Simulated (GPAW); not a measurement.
Cu: single point with LDA

Crystal: Cu.

```xyz
1
Lattice="0.0000 1.8075 1.8075 1.8075 0.0000 1.8075 1.8075 1.8075 0.0000" Properties=species:S:1:pos:R:3 pbc="T T T"
Cu    0.0000    0.0000    0.0000
```

```yaml
Program: GPAW 26.7.0
Task: single point
Functional: LDA
Potentials_or_basis: the program's PAW data sets (release 1.2.1) made for this functional
Cutoff: 600 eV
Basis: pw
k_mesh: 13 × 13 × 13
Occupations: gaussian, width 0.02 eV
Spin: no spin polarisation
```

- Pressure: -11.5 GPa
- Band gap on the k mesh: none (metal or under the smearing width)

Levels at points of the mesh, in eV from the Fermi level:
```tsv
k point	band 2	band 3	band 4	band 5	band 6	band 7	band 8	band 9	band 10
(0.00, 0.00, 0.00)	-3.26	-3.26	-3.26	-2.42	-2.42	23.16	25.21	25.21	25.21
```

Wall time 11 s on 1 thread of Arm Neoverse V1, on a shared host, peak memory 0.16 GiB.

Caveat: with this Cu data set, volumes or pressures lay over 1.5 % or 2 GPa off other programs in two to four cells of ten.
